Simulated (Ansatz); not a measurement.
PtSe2 (Sudovikovite), 3 atoms in the cell. Symmetry: P-3m1, No. 164, trigonal system. Conventional cell: a = 3.724 Å, b = 3.724 Å, c = 5.062 Å, α = 90.00°, β = 90.00°, γ = 120.00°. Pt (site symmetry -3m) has 6 Se at 2.49 Å as nearest neighbours. Se (site symmetry 3m) has 3 Pt at 2.49 Å as nearest neighbours. 

- Program: Ansatz 0.2.0
- Task: single point
- Functional: PBE
- Potentials or basis: Ansatz PAW
- Cutoff: 420 eV (not typed: the program's choice for these potentials)
- k mesh: 8 × 8 × 5
- Occupations: fermi-dirac, width 0.05 eV
- Spin: no spin polarisation

Potentials or basis: Ansatz PAW.

Command:

```console
$ ansatz run input.yaml --threads 2 --pin off --max-ram 5120MiB --backend cpu --events-out ev --progress --plain --runs-dir out
```

Hardware: 2 threads of Arm Neoverse V1, on a shared host.

Task: How long does it take, and how much memory?

Result: It took 2.1 s on 2 threads of Arm Neoverse V1 (shared host), peak memory 0.36 GiB. Counts: scf iterations 6, plane waves 1205, k points 40, bands 30.
